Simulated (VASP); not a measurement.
# Ta2N (P-31m) in VASP: further runs

One crystal, Ta2N, is run at these levels: PBE+D3(BJ); tasks: single point.

Program: VASP 6.6.1. These are calculated values, not measurements. Logs are shortened: lines on timing, memory, paths and dates and some standing lists are left out, and cuts for length are marked.

## (1) The structure

It takes space group P-31m (No. 162, trigonal). Conventional cell: a = 5.273 Å, b = 5.273 Å, c = 4.921 Å, α = 90.00°, β = 90.00°, γ = 120.00°. Ta (site symmetry m) is surrounded by 3 N at 2.14 to 2.15 Å. N (site symmetry 32) has 6 Ta at 2.15 Å as nearest neighbours. Around N (site symmetry -3m) lie 6 Ta at 2.14 Å.

The cell comes from a database or a generator and needn't be the stable form of this composition.

## (2) Single point, PBE+D3(BJ)

Input file INCAR:

```
ALGO     = Fast           # electronic algorithm
EDIFF    = 1E-6           # SCF threshold, eV
ENCUT    = 520            # plane-wave cutoff, eV
GGA      = PE             # functional
ISIF     = 2              # what is computed and relaxed
ISMEAR   = 0              # smearing method
IVDW     = 12             # dispersion correction
LASPH    = True           # aspherical terms in the spheres
LCHARG   = True           # write CHGCAR
LELF     = True           # ELF
LREAL    = False          # projectors in reciprocal space
LVHAR    = True         
LWAVE    = False          # write WAVECAR
NBANDS   = 50             # bands
NELM     = 100            # most SCF steps
PREC     = Accurate       # precision mode
SIGMA    = 0.1            # smearing width, eV
```

Input file KPOINTS:

```
k-points
0
Gamma
  9 9 8
```

Input file POSCAR:

```
Ta2N
1.0
    5.2728575674      0.0000000029      0.0000000000
   -2.6364287862      4.5664286024      0.0000000000
    0.0000000000      0.0000000000      4.9205086299
Ta N
6 3
Direct
    0.6668314666      0.6668314666      0.7532072001
    0.0000000000      0.3331685334      0.7532072001
    0.3331685334      0.0000000000      0.7532072001
    0.3331685334      0.3331685334      0.2467927999
    0.0000000000      0.6668314666      0.2467927999
    0.6668314666      0.0000000000      0.2467927999
    0.6666666667      0.3333333333      0.5000000000
    0.3333333333      0.6666666667      0.5000000000
    0.0000000000      0.0000000000      0.0000000000
```

Potentials or basis: VASP PAW PBE potentials, release 64 (Ta_pv, N).

On the command line:

```console
cat potpaw_PBE.64/Ta_pv/POTCAR potpaw_PBE.64/N/POTCAR > POTCAR
mpirun -np 1 vasp_std > vasp.out
```

OUTCAR:

```text
EDIFF = 1E-6
   ENCUT = 520
   GGA = PE
   ISIF = 2
   ISMEAR = 0
   IVDW = 12
   LASPH = True
   LREAL = False
   NELM = 100
   PREC = Accurate
 IVDW          = 12

 ion  position               nearest neighbor table
   1  0.667  0.667  0.753-   9 2.14   7 2.15   8 2.15   6 3.00   5 3.00   4 3.00   2 3.04   3 3.04
                             3 3.05   2 3.05   3 3.05   2 3.05   6 3.05   5 3.05   4 3.05
   2  0.000  0.333  0.753-   9 2.14   7 2.15   8 2.15   6 3.00   4 3.00   5 3.00   1 3.04   3 3.04
                             3 3.05   1 3.05   1 3.05   3 3.05   6 3.05   4 3.05   5 3.05
   3  0.333  0.000  0.753-   9 2.14   8 2.15   7 2.15   4 3.00   5 3.00   6 3.00   2 3.04   1 3.04
                             2 3.05   1 3.05   1 3.05   2 3.05   4 3.05   5 3.05   6 3.05
   4  0.333  0.333  0.247-   9 2.14   8 2.15   7 2.15   3 3.00   2 3.00   1 3.00   5 3.04   6 3.04
                             6 3.05   5 3.05   6 3.05   5 3.05   3 3.05   2 3.05   1 3.05
   5  0.000  0.667  0.247-   9 2.14   8 2.15   7 2.15   3 3.00   1 3.00   2 3.00   4 3.04   6 3.04
                             6 3.05   4 3.05   4 3.05   6 3.05   3 3.05   1 3.05   2 3.05
   6  0.667  0.000  0.247-   9 2.14   7 2.15   8 2.15   1 3.00   2 3.00   3 3.00   5 3.04   4 3.04
                             5 3.05   4 3.05   4 3.05   5 3.05   1 3.05   2 3.05   3 3.05
   7  0.667  0.333  0.500-   6 2.15   2 2.15   5 2.15   3 2.15   1 2.15   4 2.15
   8  0.333  0.667  0.500-   3 2.15   5 2.15   2 2.15   6 2.15   4 2.15   1 2.15
   9  0.000  0.000  0.000-   2 2.14   5 2.14   4 2.14   1 2.14   3 2.14   6 2.14

  LATTYP: Found a hexagonal cell.
 ALAT       =     5.2728575674
 C/A-ratio  =     0.9331768528

  Lattice vectors:

 A1 = (   5.2728575674,   0.0000000029,   0.0000000000)
 A2 = (  -2.6364287862,   4.5664286024,   0.0000000000)
 A3 = (   0.0000000000,   0.0000000000,   4.9205086299)

Analysis of symmetry for initial positions (statically):
=====================================================================
 Subroutine PRICEL returns:
 Original cell was already a primitive cell.

 Routine SETGRP: Setting up the symmetry group for a
 hexagonal supercell.

 Subroutine GETGRP returns: Found 12 space group operations
 (whereof 12 operations were pure point group operations)
 out of a pool of 24 trial point group operations.

The static configuration has the point symmetry D_3d.

Analysis of symmetry for dynamics (positions and initial velocities):
=====================================================================
 Subroutine PRICEL returns:
 Original cell was already a primitive cell.

 Routine SETGRP: Setting up the symmetry group for a
 hexagonal supercell.

 Subroutine GETGRP returns: Found 12 space group operations
 (whereof 12 operations were pure point group operations)
 out of a pool of 24 trial point group operations.

[... 130 lines left out ...]
   EFERMI_NEDOS =   21; number of points for ismear=-14 and -15
   IALGO  =     68    algorithm
   IMIX   =      4    mixing-type and parameters
     AMIX     =   0.40;   BMIX     =  1.00
     AMIX_MAG =   1.60;   BMIX_MAG =  1.00
  volume/ion in A,a.u.               =      13.16        88.84
  Fermi-wavevector in a.u.,A,eV,Ry     =   1.442200  2.725364 28.299327  2.079942
  Thomas-Fermi vector in A             =   2.560747
   LORBIT       =      0    0 simple, 1 ext, 2 COOP (PROOUT), +10 PAW based schemes
   GGA     = PE    functional components
   LHFCALC =     F    Hartree Fock is set to
   AEXX    =    0.0000 exact exchange contribution
   IVDW    =    12    specifies the selected vdW correction
   LEPSILON=     F    determine dielectric tensor
   LRPA    =     F    only Hartree local field effects (RPA)
 non-spin polarized calculation
 RMM-DIIS sequential band-by-band and
 Gauss-broadening in eV      SIGMA  =   0.10
  energy-cutoff  :      520.00
  volume of cell :      118.48
 maximum number of plane-waves:      3208
   NGX = 19   NGY = 19   NGZ = 19

 number of electron      81.0000001 magnetization

 Free energy of the ion-electron system (eV)
  ---------------------------------------------------
  ext. energy  EPLUGINS =         0.00000000
  ---------------------------------------------------
  free energy    TOTEN  =      -104.09861387 eV

  energy without entropy =     -104.08541329  energy(sigma->0) =     -104.09201358

 E-fermi :   7.6196     XC(G=0): -13.0230

 val. band max:        7.6191722467   @ k =   0.2222   0.2222   0.2500
 cond. band min:       7.6378720792   @ k =   0.4444   0.0000   0.1250
 fundamental gap:      0.0186998325
 Fermi energy:         7.6196011102

 k-point     1 :       0.0000    0.0000    0.0000
  band No.  band energies     occupation
      1     -28.1359      2.00000
      2     -27.7440      2.00000
      3     -27.5758      2.00000
      4     -27.5758      2.00000
      5     -27.5533      2.00000
      6     -27.5533      2.00000
[... 1261 lines left out ...]
     49      10.6308      0.00000
     50      10.9643      0.00000

 [... further k-points ...]

------------------------ aborting loop because EDIFF is reached ----------------------------------------

 Edisp (eV)   -4.78382

 E8    (eV) :    -2.3408

  FORCE on cell =-STRESS in cart. coord.  units (eV):
  Direction    XX          YY          ZZ          XY          YZ          ZX
  --------------------------------------------------------------------------------------
  -------------------------------------------------------------------------------------
  Total       0.40746     0.40746     0.37620     0.00000     0.00000    -0.00000
  in kB       5.51020     5.51020     5.08748     0.00000     0.00000    -0.00000
  external pressure =        5.37 kB  Pullay stress =        0.00 kB

 VOLUME and BASIS-vectors are now :
 -----------------------------------------------------------------------------
  energy-cutoff  :      520.00
  volume of cell :      118.48
      direct lattice vectors                 reciprocal lattice vectors
     5.272857567  0.000000003  0.000000000     0.189650486  0.109494759  0.000000000
    -2.636428786  4.566428602  0.000000000    -0.000000000  0.218989518  0.000000000
     0.000000000  0.000000000  4.920508630     0.000000000  0.000000000  0.203231022

 POSITION                                       TOTAL-FORCE (eV/Angst)
 -----------------------------------------------------------------------------------
      1.75805      3.04504      3.70616        -0.001922     -0.003329      0.014999
     -0.87838      1.52139      3.70616        -0.001922      0.003329      0.014999
      1.75675      0.00000      3.70616         0.003844      0.000000      0.014999
      0.87838      1.52139      1.21435         0.001922      0.003329     -0.014999
     -1.75805      3.04504      1.21435         0.001922     -0.003329     -0.014999
      3.51611      0.00000      1.21435        -0.003844     -0.000000     -0.014999
      2.63643      1.52214      2.46025         0.000000      0.000000     -0.000000
     -0.00000      3.04429      2.46025         0.000000     -0.000000     -0.000000
      0.00000      0.00000      0.00000         0.000000      0.000000      0.000000
 -----------------------------------------------------------------------------------
    total drift:                               -0.000000     -0.000000     -0.000000

  FREE ENERGIE OF THE ION-ELECTRON SYSTEM (eV)
  ---------------------------------------------------
  free  energy   TOTEN  =      -108.8824366756 eV

  energy  without entropy=     -108.8692360940  energy(sigma->0) =     -108.87583638
```

stdout:

```text
POSCAR found type information on POSCAR TaN
 POSCAR found :  2 types and       9 ions
 scaLAPACK will be used
 LDA part: xc-table for (Slater+PW92), standard interpolation
 POSCAR, INCAR and KPOINTS ok, starting setup
 FFT: planning ... GRIDC
 FFT: planning ... GRID_SOFT
 FFT: planning ... GRID
 WAVECAR not read
 entering main loop
```

Wall time 5.1 min (1 thread of Intel Xeon 6975P-C (Granite Rapids), shared host); peak memory 0.49 GiB.

Results:

```yaml
Free_energy: -108.8824 eV
Pressure: 0.5 GPa
Largest_force: 0.015 eV/Å
Band_gap_on_the_k_mesh: none (metal or under the smearing width)
Dispersion_energy_per_atom: -0.532 eV
```

Forces in eV/Å, atoms in the order of the input:
```
Ta  -0.002 -0.003  0.015
Ta  -0.002  0.003  0.015
Ta   0.004  0.000  0.015
Ta   0.002  0.003 -0.015
Ta   0.002 -0.003 -0.015
Ta  -0.004  0.000 -0.015
N    0.000  0.000  0.000
N    0.000  0.000  0.000
N    0.000  0.000  0.000
```

Levels at points of the mesh, in eV from the Fermi level:
```
           k point  band 38  band 39  band 40  band 41  band 42  band 43  band 44  band 45
(0.00, 0.00, 0.00)    -0.82    -0.50    -0.50    -0.39    -0.11    -0.11     0.72     0.72
(0.00, 0.00, 0.50)    -1.76    -1.42    -1.42    -0.97     0.63     0.63     0.85     2.08
```

Caveat: pairwise dispersion overbinds metals, which lowers pressure and volume.

(Continued in part 2 of 2.)
